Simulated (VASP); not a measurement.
Write the native input for VASP 6.6.1 that does the following.

```
Task                   : single point
Functional             : PBE
Potentials or basis    : VASP PAW PBE potentials, release 64 (Be, S)
Cutoff                 : 520 eV
k mesh                 : 8 × 8 × 8
Occupations            : gaussian, width 0.02 eV
Spin                   : no spin polarisation
Dipole correction      : no
Further INCAR settings : ALGO = Fast; EDIFF = 1e-06; NBANDS = 11
```

The structure of BeS lies in POSCAR:

```
BeS
1.0
    0.0000000000      2.5166152292      2.5166152292
    2.5166152292      0.0000000000      2.5166152292
    2.5166152292      2.5166152292      0.0000000000
Be S
1 1
Direct
    0.0000000000      0.0000000000      0.0000000000
    0.2500000000      0.2500000000      0.2500000000
```

One way to write it, as run:

INCAR

```
PREC = Accurate ; ENCUT = 520
EDIFF = 1E-6 ; ISMEAR = 0
SIGMA = 0.02 ; LREAL = F
LASPH = T ; NELM = 80
ALGO = Fast ; ISIF = 2
LWAVE = F ; LCHARG = F
GGA = PE ; NBANDS = 11
```

KPOINTS

```
Automatic mesh
0
Gamma
  8 8 8
```

Potentials or basis: VASP PAW PBE potentials, release 64 (Be, S).

Command:

```console
$ cat potpaw_PBE.64/Be/POTCAR potpaw_PBE.64/S/POTCAR > POTCAR
$ mpirun -np 1 vasp_std > vasp.out
```

It gave:

```json
{
 "Pressure": "-7.4 GPa",
 "Band gap on the k mesh": "3.33 eV, indirect (least direct gap 4.98 eV)"
}
```

Run time: 6.9 s on 1 thread of Intel(R) Xeon(R) 6975P-C (Granite Rapids), with other jobs on the host, peak memory 0.14 GiB.
